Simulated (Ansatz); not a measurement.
**Energy landscape near a Se structure**

Theory: DFT PBEsol, scalar-relativistic, plane waves, PAW in Ansatz.

Cutoff 420 eV; k points 14×14×14 on the computed 1-atom cell (Γ-centred); Gaussian smearing, width 0.10 eV; no spin polarisation.

Reference cell:

```
Se
1.0
     2.81056    0.00000    0.00000
     0.00000    2.81056    0.00000
     0.00000    0.00000    2.81056
Se
1
Cartesian
  0.0000 0.0000 0.0000
```

Each variant moves atoms of this cell by the vectors given, if any (Å), and then applies a symmetric strain (tensor components, Cartesian axes). The reference cell isn't relaxed at this level. Energies are per atom at zero smearing, counted from the lowest variant. Pressure is positive in compression.

1. strain (xx yy zz yz xz xy, %) 2.23 2.23 2.23 0.00 0.00 0.00
2. strain (xx yy zz yz xz xy, %) 0.36 0.36 0.36 0.00 0.00 0.00
3. strain (xx yy zz yz xz xy, %) 1.28 -2.71 -0.73 0.13 0.00 0.00
4. strain (xx yy zz yz xz xy, %) 0.39 0.39 0.39 0.00 0.00 0.00

(1) Order the variants by energy, lowest first.

(2) Order them by pressure, highest first.

Spin polarisation was left out, and a magnetic state may lie lower.

Answers

(1) 3 (0.0 meV/atom), 2 (0.9 meV/atom), 4 (1.3 meV/atom), 1 (37.6 meV/atom). Neighbours within 1 meV/atom are level.

(2) 3 (-0.24 GPa), 2 (-2.87 GPa), 4 (-2.93 GPa), 1 (-6.20 GPa).

This simple cubic form isn't the element's structure at ambient conditions.